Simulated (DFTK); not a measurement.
# SnTe in DFTK: convergence with k mesh

Crystal: SnTe.

```
CELL_PARAMETERS angstrom
0.00000 3.01941 3.01941
3.01941 0.00000 3.01941
3.01941 3.01941 0.00000
ATOMIC_POSITIONS crystal
Te 0.50000 0.50000 0.50000
Sn 0.00000 0.00000 0.00000
```

The cell isn't the ideal one: cell squeezed.

| Property | Result |
| --- | --- |
| Program | DFTK 0.8.2 |
| Task | convergence study |
| Functional | LDA |
| Potentials or basis | dojo.nc.sr.lda.v0_4_1.stringent.upf (LDA) |
| Cutoff | 1170 eV |
| k mesh | 1 × 1 × 1 |
| Occupations | fermi-dirac, width 0.15 eV |
| Spin | no spin polarisation |

These are the settings of the first run; the series varies k mesh, with any setting tied to it.

Hardware: 1 thread of Intel(R) Xeon(R) Platinum 8559C (Emerald Rapids) (shared host).

```
   k mesh  energy less the tightest run, at zero smearing (meV/atom)  SCF cycles
1 × 1 × 1                                                    4424.74           9
2 × 2 × 2                                                    1020.45          12
3 × 3 × 3                                                     -47.37          12
4 × 4 × 4                                                     -21.19          12
5 × 5 × 5                                                      -6.55          11
6 × 6 × 6                                                      -0.45          11
8 × 8 × 8                                                       1.55          10
9 × 9 × 9                                                       0.00          11
```

Not settled before the last step: the energy (to 1 meV/atom). Meshes of other sizes hit other points, so gaps and Fermi surfaces needn't settle smoothly. The tightest run that finished is the yardstick and may itself not be fully converged.

Caveat, for the tightest run too: this odd mesh misses L, where the gap lies, so gap, dielectric constants and Born charges aren't listed; the cutoff recommended for these files is short, so energies lack some tens of meV an atom and the log's stress isn't used. Spin-orbit coupling is left out, which matters for the levels of Te.
